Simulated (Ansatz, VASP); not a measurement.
# GaSb in two plane-wave programs, part 4 of 5

Wanted: the spread between two codes on one cell, functional and k mesh. The structure shown is the start of the Ansatz relaxation below; VASP solves that cell, so the two are compared at the walk's first step.

VASP 6.6.1 and Ansatz 0.2.0.

So far. Step 3 (VASP: single point, PBEsol, start cell, pair 1): The run ends at a pressure of 1.43 GPa, with forces up to 0.087 eV/Å.

**6. VASP: single point, PBEsol, start cell, pair 2**

Level of this step: PBEsol; plane waves and PAW (Ga_d, Sb) (VASP).

The same cell, functional, mesh and smearing now go to VASP, with its own data sets.

The input, INCAR:

```
SYSTEM = GaSb
PREC = Accurate
ENCUT = 400
EDIFF = 1E-06
NELM = 120
ISMEAR = 0
SIGMA = 0.015
LREAL = .FALSE.
ALGO = Normal
GGA = PS
NBANDS = 15
LORBIT = 11
LWAVE = .FALSE.
LCHARG = .FALSE.
ISIF = 2
ISYM = 2
LASPH = .TRUE.
GGA_COMPAT = .FALSE.
EFERMI = MIDGAP
KPAR = 2
```

The input, POSCAR:

```
GaSb
1.0
   -0.0469460000      3.0110640000      3.0822610000
    3.0110640000     -0.0469460000      3.0822610000
    2.9641170000      2.9641170000      0.0000000000
Ga Sb
1 1
Direct
    0.0015542162      0.0015542162      0.9984724354
    0.7484457027      0.7484457027      0.7515275614
```

The input, KPOINTS:

```
Points of the shifted mesh
1728
Reciprocal
 0.0416666667  0.0416666667  0.0416666667 1
 0.0416666667  0.0416666667  0.1250000000 1
 0.0416666667  0.0416666667  0.2083333333 1
 0.0416666667  0.0416666667  0.2916666667 1
 0.0416666667  0.0416666667  0.3750000000 1
 0.0416666667  0.0416666667  0.4583333333 1
 0.0416666667  0.0416666667  0.5416666667 1
 0.0416666667  0.0416666667  0.6250000000 1
 0.0416666667  0.0416666667  0.7083333333 1
 0.0416666667  0.0416666667  0.7916666667 1
 0.0416666667  0.0416666667  0.8750000000 1
 0.0416666667  0.0416666667  0.9583333333 1
 0.0416666667  0.1250000000  0.0416666667 1
 0.0416666667  0.1250000000  0.1250000000 1
 0.0416666667  0.1250000000  0.2083333333 1
 0.0416666667  0.1250000000  0.2916666667 1
 0.0416666667  0.1250000000  0.3750000000 1
 0.0416666667  0.1250000000  0.4583333333 1
 0.0416666667  0.1250000000  0.5416666667 1
 0.0416666667  0.1250000000  0.6250000000 1
 0.0416666667  0.1250000000  0.7083333333 1
 0.0416666667  0.1250000000  0.7916666667 1
 0.0416666667  0.1250000000  0.8750000000 1
 0.0416666667  0.1250000000  0.9583333333 1
 0.0416666667  0.2083333333  0.0416666667 1
 0.0416666667  0.2083333333  0.1250000000 1
 0.0416666667  0.2083333333  0.2083333333 1
 0.0416666667  0.2083333333  0.2916666667 1
 0.0416666667  0.2083333333  0.3750000000 1
 0.0416666667  0.2083333333  0.4583333333 1
 0.0416666667  0.2083333333  0.5416666667 1
 0.0416666667  0.2083333333  0.6250000000 1
 0.0416666667  0.2083333333  0.7083333333 1
 0.0416666667  0.2083333333  0.7916666667 1
 0.0416666667  0.2083333333  0.8750000000 1
 0.0416666667  0.2083333333  0.9583333333 1
 0.0416666667  0.2916666667  0.0416666667 1
 0.0416666667  0.2916666667  0.1250000000 1
 0.0416666667  0.2916666667  0.2083333333 1
 0.0416666667  0.2916666667  0.2916666667 1
 0.0416666667  0.2916666667  0.3750000000 1
 0.0416666667  0.2916666667  0.4583333333 1
 0.0416666667  0.2916666667  0.5416666667 1
 0.0416666667  0.2916666667  0.6250000000 1
 0.0416666667  0.2916666667  0.7083333333 1
 0.0416666667  0.2916666667  0.7916666667 1
 0.0416666667  0.2916666667  0.8750000000 1
 0.0416666667  0.2916666667  0.9583333333 1
 0.0416666667  0.3750000000  0.0416666667 1
 0.0416666667  0.3750000000  0.1250000000 1
 0.0416666667  0.3750000000  0.2083333333 1
 0.0416666667  0.3750000000  0.2916666667 1
 0.0416666667  0.3750000000  0.3750000000 1
 0.0416666667  0.3750000000  0.4583333333 1
 0.0416666667  0.3750000000  0.5416666667 1
 0.0416666667  0.3750000000  0.6250000000 1
 0.0416666667  0.3750000000  0.7083333333 1
 0.0416666667  0.3750000000  0.7916666667 1
 0.0416666667  0.3750000000  0.8750000000 1
 0.0416666667  0.3750000000  0.9583333333 1
 0.0416666667  0.4583333333  0.0416666667 1
 0.0416666667  0.4583333333  0.1250000000 1
 0.0416666667  0.4583333333  0.2083333333 1
 0.0416666667  0.4583333333  0.2916666667 1
 0.0416666667  0.4583333333  0.3750000000 1
 0.0416666667  0.4583333333  0.4583333333 1
 0.0416666667  0.4583333333  0.5416666667 1
 0.0416666667  0.4583333333  0.6250000000 1
 0.0416666667  0.4583333333  0.7083333333 1
 0.0416666667  0.4583333333  0.7916666667 1
 0.0416666667  0.4583333333  0.8750000000 1
 0.0416666667  0.4583333333  0.9583333333 1
 0.0416666667  0.5416666667  0.0416666667 1
 0.0416666667  0.5416666667  0.1250000000 1
 0.0416666667  0.5416666667  0.2083333333 1
 0.0416666667  0.5416666667  0.2916666667 1
 0.0416666667  0.5416666667  0.3750000000 1
 0.0416666667  0.5416666667  0.4583333333 1
 0.0416666667  0.5416666667  0.5416666667 1
 0.0416666667  0.5416666667  0.6250000000 1
 0.0416666667  0.5416666667  0.7083333333 1
 0.0416666667  0.5416666667  0.7916666667 1
 0.0416666667  0.5416666667  0.8750000000 1
 0.0416666667  0.5416666667  0.9583333333 1
 0.0416666667  0.6250000000  0.0416666667 1
 0.0416666667  0.6250000000  0.1250000000 1
 0.0416666667  0.6250000000  0.2083333333 1
 0.0416666667  0.6250000000  0.2916666667 1
 0.0416666667  0.6250000000  0.3750000000 1
 0.0416666667  0.6250000000  0.4583333333 1
 0.0416666667  0.6250000000  0.5416666667 1
 0.0416666667  0.6250000000  0.6250000000 1
 0.0416666667  0.6250000000  0.7083333333 1
 0.0416666667  0.6250000000  0.7916666667 1
 0.0416666667  0.6250000000  0.8750000000 1
 0.0416666667  0.6250000000  0.9583333333 1
 0.0416666667  0.7083333333  0.0416666667 1
 0.0416666667  0.7083333333  0.1250000000 1
 0.0416666667  0.7083333333  0.2083333333 1
 0.0416666667  0.7083333333  0.2916666667 1
 0.0416666667  0.7083333333  0.3750000000 1
 0.0416666667  0.7083333333  0.4583333333 1
 0.0416666667  0.7083333333  0.5416666667 1
 0.0416666667  0.7083333333  0.6250000000 1
 0.0416666667  0.7083333333  0.7083333333 1
 0.0416666667  0.7083333333  0.7916666667 1
 0.0416666667  0.7083333333  0.8750000000 1
 0.0416666667  0.7083333333  0.9583333333 1
 0.0416666667  0.7916666667  0.0416666667 1
 0.0416666667  0.7916666667  0.1250000000 1
 0.0416666667  0.7916666667  0.2083333333 1
 0.0416666667  0.7916666667  0.2916666667 1
[... 1390 lines left out ...]
 0.8750000000  0.4583333333  0.1250000000 1
 0.8750000000  0.4583333333  0.2083333333 1
 0.8750000000  0.4583333333  0.2916666667 1
 0.8750000000  0.4583333333  0.3750000000 1
 0.8750000000  0.4583333333  0.4583333333 1
 0.8750000000  0.4583333333  0.5416666667 1
 0.8750000000  0.4583333333  0.6250000000 1
 0.8750000000  0.4583333333  0.7083333333 1
 0.8750000000  0.4583333333  0.7916666667 1
 0.8750000000  0.4583333333  0.8750000000 1
 0.8750000000  0.4583333333  0.9583333333 1
 0.8750000000  0.5416666667  0.0416666667 1
 0.8750000000  0.5416666667  0.1250000000 1
 0.8750000000  0.5416666667  0.2083333333 1
 0.8750000000  0.5416666667  0.2916666667 1
 0.8750000000  0.5416666667  0.3750000000 1
 0.8750000000  0.5416666667  0.4583333333 1
 0.8750000000  0.5416666667  0.5416666667 1
 0.8750000000  0.5416666667  0.6250000000 1
 0.8750000000  0.5416666667  0.7083333333 1
 0.8750000000  0.5416666667  0.7916666667 1
 0.8750000000  0.5416666667  0.8750000000 1
 0.8750000000  0.5416666667  0.9583333333 1
 0.8750000000  0.6250000000  0.0416666667 1
 0.8750000000  0.6250000000  0.1250000000 1
 0.8750000000  0.6250000000  0.2083333333 1
 0.8750000000  0.6250000000  0.2916666667 1
 0.8750000000  0.6250000000  0.3750000000 1
 0.8750000000  0.6250000000  0.4583333333 1
 0.8750000000  0.6250000000  0.5416666667 1
 0.8750000000  0.6250000000  0.6250000000 1
 0.8750000000  0.6250000000  0.7083333333 1
 0.8750000000  0.6250000000  0.7916666667 1
 0.8750000000  0.6250000000  0.8750000000 1
 0.8750000000  0.6250000000  0.9583333333 1
 0.8750000000  0.7083333333  0.0416666667 1
 0.8750000000  0.7083333333  0.1250000000 1
 0.8750000000  0.7083333333  0.2083333333 1
 0.8750000000  0.7083333333  0.2916666667 1
 0.8750000000  0.7083333333  0.3750000000 1
 0.8750000000  0.7083333333  0.4583333333 1
 0.8750000000  0.7083333333  0.5416666667 1
 0.8750000000  0.7083333333  0.6250000000 1
 0.8750000000  0.7083333333  0.7083333333 1
 0.8750000000  0.7083333333  0.7916666667 1
 0.8750000000  0.7083333333  0.8750000000 1
 0.8750000000  0.7083333333  0.9583333333 1
 0.8750000000  0.7916666667  0.0416666667 1
 0.8750000000  0.7916666667  0.1250000000 1
 0.8750000000  0.7916666667  0.2083333333 1
 0.8750000000  0.7916666667  0.2916666667 1
 0.8750000000  0.7916666667  0.3750000000 1
 0.8750000000  0.7916666667  0.4583333333 1
 0.8750000000  0.7916666667  0.5416666667 1
 0.8750000000  0.7916666667  0.6250000000 1
 0.8750000000  0.7916666667  0.7083333333 1
 0.8750000000  0.7916666667  0.7916666667 1
 0.8750000000  0.7916666667  0.8750000000 1
 0.8750000000  0.7916666667  0.9583333333 1
 0.8750000000  0.8750000000  0.0416666667 1
 0.8750000000  0.8750000000  0.1250000000 1
 0.8750000000  0.8750000000  0.2083333333 1
 0.8750000000  0.8750000000  0.2916666667 1
 0.8750000000  0.8750000000  0.3750000000 1
 0.8750000000  0.8750000000  0.4583333333 1
 0.8750000000  0.8750000000  0.5416666667 1
 0.8750000000  0.8750000000  0.6250000000 1
 0.8750000000  0.8750000000  0.7083333333 1
 0.8750000000  0.8750000000  0.7916666667 1
 0.8750000000  0.8750000000  0.8750000000 1
 0.8750000000  0.8750000000  0.9583333333 1
 0.8750000000  0.9583333333  0.0416666667 1
 0.8750000000  0.9583333333  0.1250000000 1
 0.8750000000  0.9583333333  0.2083333333 1
 0.8750000000  0.9583333333  0.2916666667 1
 0.8750000000  0.9583333333  0.3750000000 1
 0.8750000000  0.9583333333  0.4583333333 1
 0.8750000000  0.9583333333  0.5416666667 1
 0.8750000000  0.9583333333  0.6250000000 1
 0.8750000000  0.9583333333  0.7083333333 1
 0.8750000000  0.9583333333  0.7916666667 1
 0.8750000000  0.9583333333  0.8750000000 1
 0.8750000000  0.9583333333  0.9583333333 1
 0.9583333333  0.0416666667  0.0416666667 1
 0.9583333333  0.0416666667  0.1250000000 1
 0.9583333333  0.0416666667  0.2083333333 1
 0.9583333333  0.0416666667  0.2916666667 1
 0.9583333333  0.0416666667  0.3750000000 1
 0.9583333333  0.0416666667  0.4583333333 1
 0.9583333333  0.0416666667  0.5416666667 1
 0.9583333333  0.0416666667  0.6250000000 1
 0.9583333333  0.0416666667  0.7083333333 1
 0.9583333333  0.0416666667  0.7916666667 1
 0.9583333333  0.0416666667  0.8750000000 1
 0.9583333333  0.0416666667  0.9583333333 1
 0.9583333333  0.1250000000  0.0416666667 1
 0.9583333333  0.1250000000  0.1250000000 1
 0.9583333333  0.1250000000  0.2083333333 1
 0.9583333333  0.1250000000  0.2916666667 1
 0.9583333333  0.1250000000  0.3750000000 1
 0.9583333333  0.1250000000  0.4583333333 1
 0.9583333333  0.1250000000  0.5416666667 1
 0.9583333333  0.1250000000  0.6250000000 1
 0.9583333333  0.1250000000  0.7083333333 1
 0.9583333333  0.1250000000  0.7916666667 1
 0.9583333333  0.1250000000  0.8750000000 1
 0.9583333333  0.1250000000  0.9583333333 1
 0.9583333333  0.2083333333  0.0416666667 1
 0.9583333333  0.2083333333  0.1250000000 1
 0.9583333333  0.2083333333  0.2083333333 1
 0.9583333333  0.2083333333  0.2916666667 1
 0.9583333333  0.2083333333  0.3750000000 1
 0.9583333333  0.2083333333  0.4583333333 1
 0.9583333333  0.2083333333  0.5416666667 1
 0.9583333333  0.2083333333  0.6250000000 1
 0.9583333333  0.2083333333  0.7083333333 1
 0.9583333333  0.2083333333  0.7916666667 1
 0.9583333333  0.2083333333  0.8750000000 1
 0.9583333333  0.2083333333  0.9583333333 1
 0.9583333333  0.2916666667  0.0416666667 1
 0.9583333333  0.2916666667  0.1250000000 1
 0.9583333333  0.2916666667  0.2083333333 1
 0.9583333333  0.2916666667  0.2916666667 1
 0.9583333333  0.2916666667  0.3750000000 1
 0.9583333333  0.2916666667  0.4583333333 1
 0.9583333333  0.2916666667  0.5416666667 1
 0.9583333333  0.2916666667  0.6250000000 1
 0.9583333333  0.2916666667  0.7083333333 1
 0.9583333333  0.2916666667  0.7916666667 1
 0.9583333333  0.2916666667  0.8750000000 1
 0.9583333333  0.2916666667  0.9583333333 1
 0.9583333333  0.3750000000  0.0416666667 1
 0.9583333333  0.3750000000  0.1250000000 1
 0.9583333333  0.3750000000  0.2083333333 1
 0.9583333333  0.3750000000  0.2916666667 1
 0.9583333333  0.3750000000  0.3750000000 1
 0.9583333333  0.3750000000  0.4583333333 1
 0.9583333333  0.3750000000  0.5416666667 1
 0.9583333333  0.3750000000  0.6250000000 1
 0.9583333333  0.3750000000  0.7083333333 1
 0.9583333333  0.3750000000  0.7916666667 1
 0.9583333333  0.3750000000  0.8750000000 1
 0.9583333333  0.3750000000  0.9583333333 1
 0.9583333333  0.4583333333  0.0416666667 1
 0.9583333333  0.4583333333  0.1250000000 1
 0.9583333333  0.4583333333  0.2083333333 1
 0.9583333333  0.4583333333  0.2916666667 1
 0.9583333333  0.4583333333  0.3750000000 1
 0.9583333333  0.4583333333  0.4583333333 1
 0.9583333333  0.4583333333  0.5416666667 1
 0.9583333333  0.4583333333  0.6250000000 1
 0.9583333333  0.4583333333  0.7083333333 1
 0.9583333333  0.4583333333  0.7916666667 1
 0.9583333333  0.4583333333  0.8750000000 1
 0.9583333333  0.4583333333  0.9583333333 1
 0.9583333333  0.5416666667  0.0416666667 1
 0.9583333333  0.5416666667  0.1250000000 1
 0.9583333333  0.5416666667  0.2083333333 1
 0.9583333333  0.5416666667  0.2916666667 1
 0.9583333333  0.5416666667  0.3750000000 1
 0.9583333333  0.5416666667  0.4583333333 1
 0.9583333333  0.5416666667  0.5416666667 1
 0.9583333333  0.5416666667  0.6250000000 1
 0.9583333333  0.5416666667  0.7083333333 1
 0.9583333333  0.5416666667  0.7916666667 1
 0.9583333333  0.5416666667  0.8750000000 1
 0.9583333333  0.5416666667  0.9583333333 1
 0.9583333333  0.6250000000  0.0416666667 1
 0.9583333333  0.6250000000  0.1250000000 1
 0.9583333333  0.6250000000  0.2083333333 1
 0.9583333333  0.6250000000  0.2916666667 1
 0.9583333333  0.6250000000  0.3750000000 1
 0.9583333333  0.6250000000  0.4583333333 1
 0.9583333333  0.6250000000  0.5416666667 1
 0.9583333333  0.6250000000  0.6250000000 1
 0.9583333333  0.6250000000  0.7083333333 1
 0.9583333333  0.6250000000  0.7916666667 1
 0.9583333333  0.6250000000  0.8750000000 1
 0.9583333333  0.6250000000  0.9583333333 1
 0.9583333333  0.7083333333  0.0416666667 1
 0.9583333333  0.7083333333  0.1250000000 1
 0.9583333333  0.7083333333  0.2083333333 1
 0.9583333333  0.7083333333  0.2916666667 1
 0.9583333333  0.7083333333  0.3750000000 1
 0.9583333333  0.7083333333  0.4583333333 1
 0.9583333333  0.7083333333  0.5416666667 1
 0.9583333333  0.7083333333  0.6250000000 1
 0.9583333333  0.7083333333  0.7083333333 1
 0.9583333333  0.7083333333  0.7916666667 1
 0.9583333333  0.7083333333  0.8750000000 1
 0.9583333333  0.7083333333  0.9583333333 1
 0.9583333333  0.7916666667  0.0416666667 1
 0.9583333333  0.7916666667  0.1250000000 1
 0.9583333333  0.7916666667  0.2083333333 1
 0.9583333333  0.7916666667  0.2916666667 1
 0.9583333333  0.7916666667  0.3750000000 1
 0.9583333333  0.7916666667  0.4583333333 1
 0.9583333333  0.7916666667  0.5416666667 1
 0.9583333333  0.7916666667  0.6250000000 1
 0.9583333333  0.7916666667  0.7083333333 1
 0.9583333333  0.7916666667  0.7916666667 1
 0.9583333333  0.7916666667  0.8750000000 1
 0.9583333333  0.7916666667  0.9583333333 1
 0.9583333333  0.8750000000  0.0416666667 1
 0.9583333333  0.8750000000  0.1250000000 1
 0.9583333333  0.8750000000  0.2083333333 1
 0.9583333333  0.8750000000  0.2916666667 1
 0.9583333333  0.8750000000  0.3750000000 1
 0.9583333333  0.8750000000  0.4583333333 1
 0.9583333333  0.8750000000  0.5416666667 1
 0.9583333333  0.8750000000  0.6250000000 1
 0.9583333333  0.8750000000  0.7083333333 1
 0.9583333333  0.8750000000  0.7916666667 1
 0.9583333333  0.8750000000  0.8750000000 1
 0.9583333333  0.8750000000  0.9583333333 1
 0.9583333333  0.9583333333  0.0416666667 1
 0.9583333333  0.9583333333  0.1250000000 1
 0.9583333333  0.9583333333  0.2083333333 1
 0.9583333333  0.9583333333  0.2916666667 1
 0.9583333333  0.9583333333  0.3750000000 1
 0.9583333333  0.9583333333  0.4583333333 1
 0.9583333333  0.9583333333  0.5416666667 1
 0.9583333333  0.9583333333  0.6250000000 1
 0.9583333333  0.9583333333  0.7083333333 1
 0.9583333333  0.9583333333  0.7916666667 1
 0.9583333333  0.9583333333  0.8750000000 1
 0.9583333333  0.9583333333  0.9583333333 1
```

The projector-augmented-wave data sets are Ga_d and Sb (PBE family, release 64).

On the command line:

```sh
$ mpirun -np 2 vasp_std
```

Numbers of over 12 decimals in the logs are rounded to 6 here.

Output:

```text
[banner, memory and clock lines left out]
running    2 mpi-ranks, on    1 nodes
[...]
[... a notice as in an earlier step ...]

 LDA part: xc-table for (Slater+PW92), standard interpolation
 POSCAR, INCAR and KPOINTS ok, starting setup
[...]
entering main loop
       N       E                     dE             d eps       ncg     rms          rms(c)
DAV:   1     0.727826536053E+02    0.72783E+02   -0.76927E+03 52688   0.128E+03
DAV:   2    -0.279919825003E+01   -0.75582E+02   -0.73070E+02 60023   0.269E+02
DAV:   3    -0.815280916249E+01   -0.53536E+01   -0.53394E+01 62403   0.625E+01
DAV:   4    -0.824251286921E+01   -0.89704E-01   -0.89691E-01 64099   0.917E+00
[...]
DAV:  10    -0.813934340778E+01    0.70972E-05   -0.22259E-05 68662   0.407E-02    0.107E-02
DAV:  11    -0.813935313322E+01   -0.97254E-05   -0.12331E-05 58658   0.243E-02    0.462E-03
DAV:  12    -0.813935323854E+01   -0.10532E-06   -0.41509E-07 54137   0.596E-03
   1 F= -.81393532E+01 E0= -.81393532E+01  d E =-.411392E-52
```

Parts of OUTCAR (step 6):

```text
  Total        0.5102358      0.5102358      0.1196266      0.5354739     -0.0013912     -0.0013913
  in kB       14.6301202     14.6301202      3.4300838     15.3537779     -0.0398910     -0.0398918
  external PRESSURE =      10.8967747 kB  Pullay stress =       0.0000000 kB

 POSITION                                       TOTAL-FORCE (eV/Angst)
 -----------------------------------------------------------------------------------
      2.96420      2.96420      0.00958        -0.000161     -0.000161      0.082437
      4.44610      4.44610      4.61381         0.000161      0.000161     -0.082437
 -----------------------------------------------------------------------------------
    total drift:                                0.000007      0.000007      0.001135

  FREE ENERGIE OF THE ION-ELECTRON SYSTEM (eV)
  ---------------------------------------------------
  free  energy   TOTEN  =        -8.1393532385 eV

  energy  without entropy=       -8.1393532385  energy(sigma->0) =       -8.13935324

[... 1 part as in an earlier step ...]

[... 2 further parts left out ...]
[key lines of the parts left out:]
E-fermi :   5.1005
```

The run ends at a pressure of 1.09 GPa, with forces up to 0.082 eV/Å.

**7. Comparison**

What differs besides the data sets and the points named for the pairs above, as far as they apply: the data sets hold 28 valence electrons in Ansatz (on its PAW soft_1 files) and 18 in VASP. Total energies have different zeros and are not compared.

Forces (eV/Å; atoms numbered as in POSCAR):

```tsv
atom	Ansatz x, y, z	VASP x, y, z
Ga1	0.000, 0.000, 0.082	0.000, 0.000, 0.082
Sb2	0.000, 0.000, -0.082	0.000, 0.000, -0.082
```

The forces differ by 0.3 meV/Å r.m.s., which is 0.7 % of the r.m.s. force of 0.048 eV/Å (both taken over all components).

**8. Other set-ups**

Further runs change the set-up of one program: Ansatz's method, potentials or start, or VASP's data sets, cutoff or form of LDA. The table gives that difference for each run.

```tsv
run	r.m.s. force difference (meV/Å)
as above	0.35
VASP with a cutoff of 500 eV (perhaps on Ansatz's relaxed cell)	0.13
```

**9. Ansatz: relaxation, PBEsol**

The two programs are compared at the cell with which this relaxation starts, whose forces are those of its first step. The cell compared in this pair holds 56.50 Å³, against 55.88 Å³ for the pair before.

The structure compared here is the start of the Ansatz relaxation; VASP solves that cell, so the two are compared at the walk's first step.

The input, input.yaml:

```yaml
crystal:
  lattice:
    - [-0.0152789544, 3.0405119296, 3.055790884]
    - [3.0405119296, -0.0152789544, 3.055790884]
    - [3.0252329752, 3.0252329752, 0.0]
  atoms:
    - { symbol: Ga, position: [1.60954e-05, 1.60954e-05, 1.60954e-05] }
    - { symbol: Sb, position: [0.7499839046, 0.7499839046, 0.7499839046] }
  conventional_axes: [[0, 0, 1], [1, -1, 0], [1, 1, -1]]
kpoints:
  mp_grid: { grid: [12, 12, 12], shift: [0.5, 0.5, 0.5] }
hamiltonian:
  xc: pbesol
  pseudopotentials: { kind: paw, azcp: { folder: soft_1 }, xc_functional: pbe }
scf:
  occupations: { method: gaussian, width: 0.015 }
output:
  forces: true
  stress: true
  eigenvalues: true
relax:
  adjacent_minimum: "off"
  f_tol: 0.001
  max_steps: 60
  cell: { stress_tol: 0.01, fix: [a, angles] }
```

On the command line:

```sh
$ ansatz run input.yaml --threads 4 --pin off --max-ram 10240MiB --backend cpu --events-out ev --progress --plain --runs-dir out
```

Output:

```text
[...]
Crystal: 2 atoms, lattice volume = 56.498 Å³
Basis set: ecut = 420 eV, 1091 PW (Γ), exchange–correlation on 60×60×60 points (8 copies of the dense FFT grid, shifted against one another)
Bands: 18, of which v1, the nominal top of the filled ones, is band 14 counted from 1 (13 counted from 0)
Symmetry: 2 space group operations
[...]
k-points: 468 of 1728 (time reversal used)
[...]
--- Relaxed structure (3 steps of the walk, 3 accepted, 1 SCFs on fresh bases) ---
[...]
cell:  # Å, volume = 56.7635 Å³
    - [-0.015892, 3.041125, 3.068896]
    - [3.041125, -0.015892, 3.068896]
    - [3.025233, 3.025233, 9.42755519465416e-19]
  atoms:
    - { symbol: Ga, position: [0.000786964, 0.000786964, -0.000757832] }
    - { symbol: Sb, position: [0.749213, 0.749213, 0.750758] }
[key lines of the parts left out:]
SCF converged after 7 iterations
Free energy (F): -10151.616143 eV
Fermi energy:    7.935736 eV
P = ⅓ Tr σ = 0.2814 GPa (2.814 kbar)
```

(Part 4 of 5 ends here.)

[Lines on the potential files, build, host, timing and source positions are cut from VASP's logs without a mark.]

[Logs are printed without paths, hosts, clocks, repeated set-up lines and the standing remarks that a program may print on its own settings, such as how far it seeks lower states.]

[Hosts, paths, dates, database ids (printed as entryN), source tags and the programs' standing remarks are cut or masked in the printed files.]

[Rows of further runs with another cutoff or data set may stand on the cell that Ansatz relaxed, not on the start cell of the pair above them.]
